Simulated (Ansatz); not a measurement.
The polar optical mode of ZnSe at 3 GPa, worked through

Computed with DFT PBEsol, scalar-relativistic, plane waves, PAW in Ansatz. Settings: 420 eV plane-wave cutoff, Γ-centred 8×8×8 mesh, fixed occupations. No spin polarisation. Phonons by linear response, acoustic sum rule imposed.

The cell, relaxed at 3 GPa:
```
Zn Se
1.0
     0.00000    2.77774    2.77774
     2.77774    0.00000    2.77774
     2.77774    2.77774    0.00000
Zn Se
1 1
Cartesian
  0.0000 0.0000 0.0000
  4.1666 4.1666 4.1666
```

The run warned that the force constants aren't converged on this k mesh, so the frequencies and all that is formed from them are rough.

Linear response gives ν_TO = 224.1 cm⁻¹, Born charges ±1.953 e (positive on Zn) and ε∞ = 7.335. The primitive cell holds 42.865 Å³, and the masses are 65.380 and 78.971 amu.

Problem. Find ν_LO and the static dielectric constant.

Solution. The long-wave field adds a restoring force: ω_LO² − ω_TO² = Z*²e²/(ε_vac ε∞ μV). In these units ν_LO² − ν_TO² = 4.92064×10⁷ Z*²/(μ V ε∞) cm⁻², with μ = m₁m₂/(m₁ + m₂) = 35.768 amu: 16684 cm⁻². So ν_LO = √(224.1² + 16684) = 258.7 cm⁻¹, and the run gives 258.7. Lyddane–Sachs–Teller then gives ε0 = ε∞ (ν_LO/ν_TO)² = 9.77, against 9.77 in the run (it forms both from the same three quantities, so the match checks the arithmetic only). Between ν_TO and ν_LO the dielectric function is negative and an undamped crystal reflects fully: a reststrahlen band from 38.7 to 44.6 μm.

Problem. What do the Clausius–Mossotti polarisability and the Szigeti charge come to?

Solution. With the Lorentz local field, α = (3V/4π)(ε∞ − 1)/(ε∞ + 2) = 6.94 Å³ for the pair, and e_S = 3Z*/(ε∞ + 2) = 0.63 e. The Born charge includes the electrons' response to the dipole's own local field, and e_S takes that enhancement out. The Lorentz field assumes point-like polarisable ions, a poor picture once ε∞ is this large, since the electron clouds then overlap or are shared, so both numbers are formal here.

Problem. How strongly does a slow electron couple to the LO mode?

Solution. For one isotropic parabolic band, Fröhlich's constant is α_F = (1/ε∞ − 1/ε0) √(m* Ry/ħω_LO), with Ry = 13.606 eV, ħω_LO = 32.1 meV and m* in free-electron masses: α_F = 0.0340 × 20.60 × √m* = 0.70 √m*. The band mass isn't part of this run; for m* = 0.1, 0.3 and 1 it gives 0.22, 0.38, 0.70. In weak coupling the polaron lies α_F ħω_LO below the band edge (12 meV at m* = 0.3) with a mass m*(1 + α_F/6); past α_F of about 5 or 6 that expansion fails. A semilocal functional's ε∞ tends to be too large, which taken alone lowers α_F.

Cost: 1 run of about 0.89 core-minutes, on Intel Xeon Platinum 8488C (Sapphire Rapids) (shared hosts).

The Born charge of ±1.953 e lies close to the formal valence of a II–VI compound, but this doesn't make ZnSe an ionic crystal. It is a dynamical charge: as the sublattices move against each other, the polar covalent Zn–Se bonds rehybridise and electrons shift along them, adding to the dipole carried by the ions' static charge. The same polarisable bonding electrons screen the long-range field, so a sizeable charge yields only a moderate LO–TO splitting, and the static dielectric response appears to be mainly electronic.

An error in ε∞ acts unevenly on the derived quantities. At fixed Born charge, volume and TO frequency, the lattice part of the static constant doesn't depend on ε∞, so an excess there passes into ε0 as a plain offset, while the LO–TO splitting is reduced. Agreement in one of these quantities therefore wouldn't vouch for the other. With only one compressed volume treated, the calculation doesn't show whether pressure strengthens or weakens the polar coupling.
